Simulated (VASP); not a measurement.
# CaB2 (P6/mmm) in VASP: notebook

Aim: see how the results for CaB2 move with the level of theory and the settings. Levels: PW91, r2SCAN, SCAN, TPSS, TB-mBJ. Tasks: band structure.

All numbers are computed with VASP 6.6.1; they aren't measurements. Logs are shortened: lines on timing, memory, paths and dates and some standing lists are left out, and cuts for length are marked.

### 1 The structure

The structure is hexagonal, space group P6/mmm (No. 191). Conventional cell: a = 3.226 Å, b = 3.226 Å, c = 4.067 Å, α = 90.00°, β = 90.00°, γ = 120.00°. Ca (site symmetry 6/mmm) has 12 B at 2.76 Å as nearest neighbours. Around B (site symmetry -6m2) lie 3 B at 1.86 Å.

The cell comes from a database or a generator and needn't be the stable form of this composition.

### 2 Band structure, PW91

The input, POSCAR:

```
CaB2
1.0
    3.2264302843      0.0000000000      0.0000000000
   -1.6132151421      2.7941705897      0.0000000000
    0.0000000000      0.0000000000      4.0673920000
Ca B
1 2
Direct
    0.0000000000      0.0000000000      0.0000000000
    0.6666666667      0.3333333333      0.5000000000
    0.3333333333      0.6666666667      0.5000000000
```

The input, INCAR.step1:

```
  ALGO = Fast
  EDIFF = 1E-6
  ENCUT = 520
  GGA = 91
  ISIF = 2
  ISMEAR = -1
  LASPH = T
  LCHARG = T
  LREAL = F
  LWAVE = F
  NELM = 60
  PREC = Accurate
  SIGMA = 0.05
```

The input, KPOINTS.step1:

```
k-points
0
Gamma
  9 9 7
```

The input, INCAR.step2:

```
  ALGO = Fast
  EDIFF = 1E-6
  ENCUT = 520
  GGA = 91
  ICHARG = 11
  ISIF = 2
  ISMEAR = 0
  LASPH = T
  LCHARG = F
  LREAL = F
  LWAVE = F
  NELM = 60
  PREC = Accurate
  SIGMA = 0.05
```

The input, KPOINTS.step2:

```
path GMKGALHA,LM,KH
10
line-mode
reciprocal
 0.0000000000  0.0000000000  0.0000000000  G
 0.5000000000  0.0000000000  0.0000000000  M

 0.5000000000  0.0000000000  0.0000000000  M
 0.3333333333  0.3333333333  0.0000000000  K

 0.3333333333  0.3333333333  0.0000000000  K
 0.0000000000  0.0000000000  0.0000000000  G

 0.0000000000  0.0000000000  0.0000000000  G
 0.0000000000  0.0000000000  0.5000000000  A

 0.0000000000  0.0000000000  0.5000000000  A
 0.5000000000  0.0000000000  0.5000000000  L

 0.5000000000  0.0000000000  0.5000000000  L
 0.3333333333  0.3333333333  0.5000000000  H

 0.3333333333  0.3333333333  0.5000000000  H
 0.0000000000  0.0000000000  0.5000000000  A

 0.5000000000  0.0000000000  0.5000000000  L
 0.5000000000  0.0000000000  0.0000000000  M

 0.3333333333  0.3333333333  0.0000000000  K
 0.3333333333  0.3333333333  0.5000000000  H
```

Potentials or basis: VASP PAW PBE potentials, release 64 (Ca_sv, B).

Launch:

```
$ cat potpaw_PBE.64/Ca_sv/POTCAR potpaw_PBE.64/B/POTCAR > POTCAR
$ cp INCAR.step1 INCAR
$ cp KPOINTS.step1 KPOINTS
$ mpirun -np 1 vasp_std > vasp.out
$ cp INCAR.step2 INCAR
$ cp KPOINTS.step2 KPOINTS
$ mpirun -np 1 vasp_std > vasp.out
```

OUTCAR:

```text
EDIFF = 1E-6
   ENCUT = 520
   GGA = 91
   ICHARG = 11
   ISIF = 2
   ISMEAR = 0
   LASPH = T
   LREAL = F
   NELM = 60
   PREC = Accurate

 ion  position               nearest neighbor table
   1  0.000  0.000  0.000-
   2  0.667  0.333  0.500-   3 1.86   3 1.86   3 1.86
   3  0.333  0.667  0.500-   2 1.86   2 1.86   2 1.86

  LATTYP: Found a hexagonal cell.
 ALAT       =     3.2264302843
 C/A-ratio  =     1.2606477257

  Lattice vectors:

 A1 = (   3.2264302843,   0.0000000000,   0.0000000000)
 A2 = (  -1.6132151421,   2.7941705897,   0.0000000000)
 A3 = (   0.0000000000,   0.0000000000,   4.0673920000)

Analysis of symmetry for initial positions (statically):
=====================================================================
 Subroutine PRICEL returns:
 Original cell was already a primitive cell.

 Routine SETGRP: Setting up the symmetry group for a
 hexagonal supercell.

 Subroutine GETGRP returns: Found 24 space group operations
 (whereof 24 operations were pure point group operations)
 out of a pool of 24 trial point group operations.

The static configuration has the point symmetry D_6h.

Analysis of symmetry for dynamics (positions and initial velocities):
=====================================================================
 Subroutine PRICEL returns:
 Original cell was already a primitive cell.

 Routine SETGRP: Setting up the symmetry group for a
 hexagonal supercell.

 Subroutine GETGRP returns: Found 24 space group operations
 (whereof 24 operations were pure point group operations)
 out of a pool of 24 trial point group operations.

The dynamic configuration has the point symmetry D_6h.

 Subroutine INISYM returns: Found 24 space group operations
 (whereof 24 operations are pure point group operations),
 and found     1 'primitive' translations

----------------------------------------------------------------------------------------

                                     Primitive cell

  volume of cell :      36.6683

  direct lattice vectors                    reciprocal lattice vectors
     3.226430284  0.000000000  0.000000000     0.309940061  0.178943978  0.000000000
    -1.613215142  2.794170590  0.000000000     0.000000000  0.357887956  0.000000000
     0.000000000  0.000000000  4.067392000     0.000000000  0.000000000  0.245857788

  length of vectors
     3.226430284  3.226430284  4.067392000     0.357887956  0.357887956  0.245857788

  position of ions in fractional coordinates (direct lattice)
     0.000000000  0.000000000  0.000000000
     0.666666667  0.333333333  0.500000000
     0.333333333  0.666666667  0.500000000

  ion indices of the primitive-cell ions
   primitive index   ion index
                 1           1
                 2           2
                 3           3

----------------------------------------------------------------------------------------

 KPOINTS: path GMKGALHA,LM,KH

Interpolating k-points between supplied coordinates.

 Line segments in fractional coordinates (reciprocal lattice):
    0.000000  0.000000  0.000000  ...  0.500000  0.000000  0.000000
    0.500000  0.000000  0.000000  ...  0.333333  0.333333  0.000000
    0.333333  0.333333  0.000000  ...  0.000000  0.000000  0.000000
    0.000000  0.000000  0.000000  ...  0.000000  0.000000  0.500000
    0.000000  0.000000  0.500000  ...  0.500000  0.000000  0.500000
    0.500000  0.000000  0.500000  ...  0.333333  0.333333  0.500000
    0.333333  0.333333  0.500000  ...  0.000000  0.000000  0.500000
    0.500000  0.000000  0.500000  ...  0.500000  0.000000  0.000000
    0.333333  0.333333  0.000000  ...  0.333333  0.333333  0.500000

 Generated    10 points on each line segment, for a total of     90 k-points:

 Following reciprocal coordinates:
            Coordinates               Weight
  0.000000  0.000000  0.000000      0.011111
  0.055556  0.000000  0.000000      0.011111
  0.111111  0.000000  0.000000      0.011111
  0.166667  0.000000  0.000000      0.011111
  0.222222  0.000000  0.000000      0.011111
  0.277778  0.000000  0.000000      0.011111
[... 16 lines left out ...]
  0.259259  0.259259  0.000000      0.011111
  0.222222  0.222222  0.000000      0.011111
 [... further k-points ...]
   k-points           NKPTS =     90   k-points in BZ     NKDIM =     90   number of bands    NBANDS=     12
   number of dos      NEDOS =    301   number of ions     NIONS =      3
   total plane-waves  NPLWV =  17280
   dimension x,y,z NGX =    24 NGY =   24 NGZ =   30
   dimension x,y,z NGXF=    48 NGYF=   48 NGZF=   60
   ions per type =               1   2
   NGX,Y,Z   is equivalent  to a cutoff of  12.37, 12.37, 12.26 a.u.
   NGXF,Y,Z  is equivalent  to a cutoff of  24.73, 24.73, 24.52 a.u.
 SYSTEM =  unknown system
   PREC   = accura    normal or accurate (medium, high low for compatibility)
   ISTART =      0    job   : 0-new  1-cont  2-samecut
   ICHARG =     11    charge: 1-file 2-atom 10-const
   ISPIN  =      1    spin polarized calculation?
   LNONCOLLINEAR =      F non collinear calculations
   LSORBIT =      F    spin-orbit coupling
   LASPH  =      T    aspherical Exc in radial PAW
   ENCUT  =  520.0 eV  38.22 Ry    6.18 a.u.   6.00  6.00  7.56*2*pi/ulx,y,z
   NELM   =     60;   NELMIN=  2; NELMDL=  0     # of ELM steps
   EDIFF  = 0.1E-05   stopping-criterion for ELM
   LREAL  =      F    real-space projection
   EDIFFG = 0.1E-04   stopping-criterion for IOM
   NSW    =      0    number of steps for IOM
   IBRION =     -1    ionic relax: 0-MD 1-quasi-New 2-CG
   NFREE  =      0    steps in history (QN), initial steepest desc. (CG)
   ISIF   =      2    stress and relaxation
   ISYM   =      2    0-nonsym 1-usesym 2-fastsym
   POTIM  = 0.5000    time-step for ionic-motion
   TEBEG  =    0.0;   TEEND  =   0.0 temperature during run
   PSTRESS=    0.0 pullay stress
   NELECT =      16.0000    total number of electrons
   NUPDOWN=      -1.0000    fix difference up-down
   EMIN   =  10.00;   EMAX   =-10.00  energy-range for DOS
   EFERMI =   0.00;   METHOD = LEGACY
   ISMEAR =     0;   SIGMA  =   0.05  broadening in eV -4-tet -1-fermi 0-gaus
   EFERMI_NEDOS =   21; number of points for ismear=-14 and -15
   IALGO  =     68    algorithm
   IMIX   =      4    mixing-type and parameters
     AMIX     =   0.40;   BMIX     =  1.00
     AMIX_MAG =   1.60;   BMIX_MAG =  1.00
  volume/ion in A,a.u.               =      12.22        82.48
  Fermi-wavevector in a.u.,A,eV,Ry     =   1.241703  2.346479 20.977823  1.541826
  Thomas-Fermi vector in A             =   2.376089
   LORBIT       =      0    0 simple, 1 ext, 2 COOP (PROOUT), +10 PAW based schemes
   GGA     = 91    functional components
   LHFCALC =     F    Hartree Fock is set to
   AEXX    =    0.0000 exact exchange contribution
   IVDW    =     0    specifies the selected vdW correction
   LEPSILON=     F    determine dielectric tensor
   LRPA    =     F    only Hartree local field effects (RPA)
 non-spin polarized calculation
 RMM-DIIS sequential band-by-band and
 Gauss-broadening in eV      SIGMA  =   0.05
  energy-cutoff  :      520.00
  volume of cell :       36.67
 maximum number of plane-waves:      1008
 NGX is ok and might be reduce to    24

 number of electron      16.0000004 magnetization

 Free energy of the ion-electron system (eV)
  ---------------------------------------------------
  ext. energy  EPLUGINS =         0.00000000
  ---------------------------------------------------
  free energy    TOTEN  =       -15.16312657 eV

  energy without entropy =      -15.16159990  energy(sigma->0) =      -15.16236323

 E-fermi :   4.8858     XC(G=0): -10.8301

 val. band max:        4.8708286498   @ k =   0.3889   0.0000   0.5000
 cond. band min:       4.8923390840   @ k =   0.0556   0.0000   0.0000
 fundamental gap:      0.0215104343
 Fermi energy:         4.8857805247

 k-point     1 :       0.0000    0.0000    0.0000
  band No.  band energies     occupation
      1     -35.0671      2.00000
      2     -16.1396      2.00000
      3     -15.9358      2.00000
      4     -15.9358      2.00000
      5      -5.7842      2.00000
      6       2.8302      2.00000
      7       4.9492      0.07292
      8       4.9492      0.07286
      9       5.0331      0.00003
     10       9.9721      0.00000
     11       9.9739      0.00000
     12      10.8177      0.00000

 k-point     2 :       0.0556    0.0000    0.0000
  band No.  band energies     occupation
      1     -35.0637      2.00000
      2     -16.1349      2.00000
      3     -15.9605      2.00000
      4     -15.9409      2.00000
      5      -5.7306      2.00000
      6       2.8332      2.00000
      7       4.7215      2.00000
      8       4.8923      0.85283
      9       5.1030      0.00000
     10       9.7942      0.00000
     11       9.9342      0.00000
     12      10.7943      0.00000

 k-point     3 :       0.1111    0.0000    0.0000
  band No.  band energies     occupation
      1     -35.0540      2.00000
      2     -16.1212      2.00000
      3     -16.0310      2.00000
      4     -15.9556      2.00000
      5      -5.5716      2.00000
      6       2.8440      2.00000
      7       4.1249      2.00000
      8       4.7329      1.99998
      9       5.3011      0.00000
     10       9.3865      0.00000
     11       9.9183      0.00000
     12      10.6964      0.00000

 k-point     4 :       0.1667    0.0000    0.0000
  band No.  band energies     occupation
      1     -35.0391      2.00000
      2     -16.1370      2.00000
      3     -16.1002      2.00000
      4     -15.9781      2.00000
      5      -5.3120      2.00000
      6       2.8670      2.00000
      7       3.3177      2.00000
      8       4.5010      2.00000
      9       5.5822      0.00000
     10       8.9608      0.00000
     11      10.0331      0.00000
     12      10.5523      0.00000

 k-point     5 :       0.2222    0.0000    0.0000
  band No.  band energies     occupation
      1     -35.0207      2.00000
      2     -16.2641      2.00000
      3     -16.0743      2.00000
      4     -16.0054      2.00000
      5      -4.9586      2.00000
      6       2.4162      2.00000
      7       2.9068      2.00000
      8       4.2364      2.00000
      9       5.8486      0.00000
     10       8.7079      0.00000
     11      10.0332      0.00000
     12      10.3137      0.00000
[... 228 lines left out ...]
      1     -34.9395      2.00000
      2     -16.4646      2.00000
      3     -16.4646      2.00000
      4     -15.9602      2.00000
      5      -1.2655      2.00000
      6      -1.2655      2.00000
      7       0.3844      2.00000
      8       4.6235      2.00000
      9       4.6235      2.00000
     10       8.4373      0.00000
     11       8.4373      0.00000
     12      11.0073      0.00000

 k-point    22 :       0.2963    0.2963    0.0000
  band No.  band energies     occupation
      1     -34.9421      2.00000
      2     -16.5347      2.00000
      3     -16.3729      2.00000
      4     -15.9639      2.00000
      5      -1.9116      2.00000
      6      -0.7806      2.00000
      7       0.6757      2.00000
      8       4.0647      2.00000
      9       5.3075      0.00000
     10       8.1248      0.00000
     11       8.5258      0.00000
     12      11.2275      0.00000

 k-point    23 :       0.2593    0.2593    0.0000
  band No.  band energies     occupation
      1     -34.9507      2.00000
      2     -16.5577      2.00000
      3     -16.2802      2.00000
      4     -15.9759      2.00000
      5      -2.6971      2.00000
      6      -0.1952      2.00000
      7       1.2665      2.00000
      8       3.6297      2.00000
      9       6.1115      0.00000
     10       7.9702      0.00000
     11       8.1373      0.00000
     12      11.6910      0.00000

 k-point    24 :       0.2222    0.2222    0.0000
  band No.  band energies     occupation
      1     -34.9655      2.00000
      2     -16.5265      2.00000
      3     -16.1924      2.00000
      4     -15.9967      2.00000
      5      -3.4488      2.00000
      6       0.4898      2.00000
      7       1.9741      2.00000
      8       3.3118      2.00000
      9       7.0201      0.00000
     10       7.5603      0.00000
     11       7.9742      0.00000
     12      11.9604      0.00000

 [... further k-points ...]

------------------------ aborting loop because EDIFF is reached ----------------------------------------

  FORCE on cell =-STRESS in cart. coord.  units (eV):
  Direction    XX          YY          ZZ          XY          YZ          ZX
  --------------------------------------------------------------------------------------
  -------------------------------------------------------------------------------------
  Total        0.3477492      0.3477492      1.7647788      0.0000000      0.0000000      0.0000000
  in kB       15.1944659     15.1944659     77.1098089      0.0000000      0.0000000      0.0000000
  external PRESSURE =      35.8329135 kB  Pullay stress =       0.0000000 kB

 VOLUME and BASIS-vectors are now :
 -----------------------------------------------------------------------------
  energy-cutoff  :      520.00
  volume of cell :       36.67
      direct lattice vectors                 reciprocal lattice vectors
     3.226430284  0.000000000  0.000000000     0.309940061  0.178943978  0.000000000
    -1.613215142  2.794170590  0.000000000     0.000000000  0.357887956  0.000000000
     0.000000000  0.000000000  4.067392000     0.000000000  0.000000000  0.245857788

 POSITION                                       TOTAL-FORCE (eV/Angst)
 -----------------------------------------------------------------------------------
      0.00000      0.00000      0.00000        -0.000000      0.000000      0.000000
      1.61322      0.93139      2.03370        -0.000000      0.000000      0.000000
     -0.00000      1.86278      2.03370         0.000000     -0.000000      0.000000
 -----------------------------------------------------------------------------------
    total drift:                               -0.000000      0.000000     -0.000000

  FREE ENERGIE OF THE ION-ELECTRON SYSTEM (eV)
  ---------------------------------------------------
  free  energy   TOTEN  =       -15.1631265690 eV

  energy  without entropy=      -15.1615999001  energy(sigma->0) =      -15.16236323
```

Wall time 50 s (1 thread of Intel Xeon Platinum 8375C at 2.90GHz (Ice Lake), shared host); peak memory 0.17 GiB.

What came out:

| Item | Value |
| --- | --- |
| Band gap along the path | none (metal or under the smearing width) |

Levels at the corners of the path, in eV from the Fermi level:
```
point  band 5  band 6  band 7  band 8  band 9  band 10  band 11  band 12
    Γ  -10.37   -1.75    0.37    0.37    0.45     5.39     5.39     6.24
    M   -6.82   -6.31   -1.37   -1.15    1.03     3.18     5.29     6.30
    M   -6.82   -6.31   -1.37   -1.15    1.03     3.18     5.29     6.31
    K   -5.85   -5.85   -4.20    0.04    0.04     3.86     3.86     6.43
    K   -5.85   -5.85   -4.20    0.04    0.04     3.86     3.86     6.43
    Γ  -10.37   -1.75    0.37    0.37    0.45     5.39     5.39     6.24
    Γ  -10.37   -1.75    0.37    0.37    0.45     5.39     5.39     6.24
    A   -9.34   -4.62    0.93    0.93    3.43     4.10     4.10     4.28
    A   -9.34   -4.62    0.93    0.93    3.43     4.10     4.11     4.28
    L   -7.32   -5.44   -1.67   -0.83   -0.66     5.28     5.63     6.34
    L   -7.32   -5.44   -1.67   -0.83   -0.66     5.28     5.63     6.34
    H   -6.15   -6.15   -3.37   -0.31   -0.31     5.88     6.70     6.75
    H   -6.15   -6.15   -3.37   -0.31   -0.31     5.88     6.70     6.74
    A   -9.34   -4.62    0.93    0.93    3.43     4.10     4.10     4.28
    L   -7.32   -5.44   -1.67   -0.83   -0.66     5.28     5.63     6.34
    M   -6.82   -6.31   -1.37   -1.15    1.03     3.18     5.29     6.31
    K   -5.85   -5.85   -4.20    0.04    0.04     3.86     3.86     6.43
    H   -6.15   -6.15   -3.37   -0.31   -0.31     5.88     6.70     6.70
```

Caveat: the log is that of the step along the path at fixed density, whose energy, stress, charges and moments have no meaning; the PAW data sets were made with another functional, which shifts forces and pressure a little.

[end of part 1 of 3]
